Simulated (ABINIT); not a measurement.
An input for ABINIT 10.8.3 (KF (Carobbiite)):

```
acell 3*1.0 Angstrom
rprim 
  -0.000000000000 2.671850000000 2.671850000000
  2.671850000000 -0.000000000000 2.671850000000
  2.671850000000 2.671850000000 0.000000000000
ntypat 2
znucl 19 9
natom 2
typat 1 2
xred 
  0.000000000000 0.000000000000 0.000000000000
  0.500000000000 0.500000000000 0.500000000000
pp_dirpath "pseudos"
pseudos "K.upf, F.upf"
ecut 36
ngkpt 4 4 4
nshiftk 1
shiftk 0 0 0
kptopt 1
chksymbreak 0
istwfk *1
occopt 1
irdwfk 1
optdriver 4
nband 29
gwcalctyp 28
ecutsigx 36
symsigma 0
nkptgw 8
kptgw 
  0.0000000000 0.0000000000 0.0000000000
  0.2500000000 0.0000000000 0.0000000000
  0.5000000000 0.0000000000 0.0000000000
  0.2500000000 0.2500000000 0.0000000000
  0.5000000000 0.2500000000 0.0000000000
  -0.2500000000 0.2500000000 0.0000000000
  0.5000000000 0.5000000000 0.0000000000
  -0.2500000000 0.5000000000 0.2500000000
bdgw 
  1 14
  1 14
  1 14
  1 14
  1 14
  1 14
  1 14
  1 14
ecuteps 3.2
irdscr 1
ppmodel 1
irdqps 1
rhoqpmix 0.3
indata_prefix "in"
outdata_prefix "out"
tmpdata_prefix "tmp"
```

```sh
OMP_NUM_THREADS=1 mpirun -n 4 abinit run.abi > log
```

Q: How long will it take on 4 MPI ranks of Arm Neoverse V1, shared host, and how much memory?

It took 28 s; on shared hardware allow 14 s to 56 s. Peak host memory was 0.95 GiB.

[Paths, hosts, dates, memory and timing lines, banners, echoed tables and standing remarks are left out of the program output.]

[Logs are printed without paths, hosts, clocks, repeated set-up lines and the standing remarks that a program may print on its own settings, such as how far it seeks lower states.]

[Runs of the session that timed out or met a known fault of the program may be left out.]

[Hosts, paths, dates, database ids (printed as entryN), source tags and the programs' standing remarks are cut or masked in the printed files.]

[G0W0 gaps are taken among the corrected bands and points alone; a level outside them can change the order at an edge.]

[Where Ansatz stands beside ABINIT at settings called matched, ABINIT's density can come from a denser mesh and the files from another edition; pairs whose starting gaps differed by over 0.03 eV were left out, so agreement reads better than it is.]
